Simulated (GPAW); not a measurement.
Runs of GPAW 26.7.0 on Mg. Symmetry: Im-3m, No. 229, cubic system. Conventional cell: a = 3.546 Å, b = 3.546 Å, c = 3.546 Å, α = 90.00°, β = 90.00°, γ = 90.00°. Mg (site symmetry m-3m) is surrounded by 8 Mg at 3.07 Å. This isn't the form of Mg at room conditions, which is hcp.

```csv
task,level,potentials or basis,cell,smearing,smearing order,optimizer,fmax,max steps,convergence,gap on the mesh (eV),pressure (GPa)
single point,LDA,"the program's PAW data sets (release 1.2.1) made for this functional, pw",as given,gaussian 0.02 eV,-,-,-,-,-,none,-1.3
single point,RPBE,"the program's PAW data sets (release 1.2.1) made for this functional, pw",as given,gaussian 0.02 eV,-,-,-,-,-,none,2.1
single point,LDA,"the program's PAW data sets (release 1.2.1) made for this functional, pw",as given,gaussian 0.1 eV,-,-,-,-,-,none,-1.3
relaxation of cell and atoms,RPBE+D3(BJ),"the program's PAW data sets (release 1.2.1) made for this functional, pw",relaxed,methfessel-paxton 0.2 eV,1,BFGS,0.02 eV/Å,60,density=1e-05 forces=0.0001,none,-0.2
single point,PBEsol+D4,"PAW data sets generated in the run's folder for this functional, pw",cell strained at random at fixed volume,improved-tetrahedron-method,-,-,-,-,-,none,(a)
```

Alike in all rows: no spin polarisation; k mesh 11 × 11 × 11; cutoff (eV) 800.

Q: Fill in the values left out.

A: (a) -0.6.

Caveats: pairwise dispersion overbinds metals, which lowers pressure and volume (some runs); later steps reuse the first step's grids (some runs); this smearing can pin the Fermi level at a band edge (some runs).

A gap of «none» marks a metal or a gap under the smearing width.
